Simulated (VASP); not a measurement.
Runs of VASP 6.6.1 on ZnS (Wurtzite-2H). Symmetry: P6_3mc, No. 186, hexagonal system. The conventional cell has a = 3.807 Å, b = 3.807 Å, c = 6.246 Å, α = 90.00°, β = 90.00°, γ = 120.00°. Around Zn (site symmetry 3m) lie 4 S at 2.33 to 2.34 Å. S (site symmetry 3m) has 4 Zn at 2.33 to 2.34 Å as nearest neighbours. 

```csv
task,cell,gap on the mesh (eV),pressure (GPa),largest force (eV/Å)
relaxation of shape and atoms at fixed volume,atoms relaxed at fixed volume from: a relaxed cell with its volume scaled by 1.04,(b),-2.9,0.01
relaxation of shape and atoms at fixed volume,atoms relaxed at fixed volume,2.79,0.0,-
relaxation of shape and atoms at fixed volume,atoms relaxed at fixed volume from: a relaxed cell with its volume scaled by 0.94,3.07,5.5,0.01
relaxation of cell and atoms,relaxed,2.79,0.0,-
relaxation of shape and atoms at fixed volume,atoms relaxed at fixed volume from: a relaxed cell with its volume scaled by 0.98,2.88,1.6,0.01
relaxation of shape and atoms at fixed volume,atoms relaxed at fixed volume from: a relaxed cell with its volume scaled by 1.02,(a),-1.5,0.01
relaxation of shape and atoms at fixed volume,atoms relaxed at fixed volume from: a relaxed cell with its volume scaled by 0.96,2.98,3.5,0.01
```

Alike in all rows: level r2SCAN; potentials or basis VASP PAW PBE potentials, release 64 (Zn, S); no spin polarisation; k mesh 9 × 9 × 5; cutoff (eV) 600; smearing gaussian 0.03 eV.

Q: Estimate the missing entries.

A: (a) 2.69; (b) 2.60.

Caveats: the PAW data sets were made with another functional, which shifts forces and pressure a little; the relaxation stopped at its first step, so nothing moved (some runs).

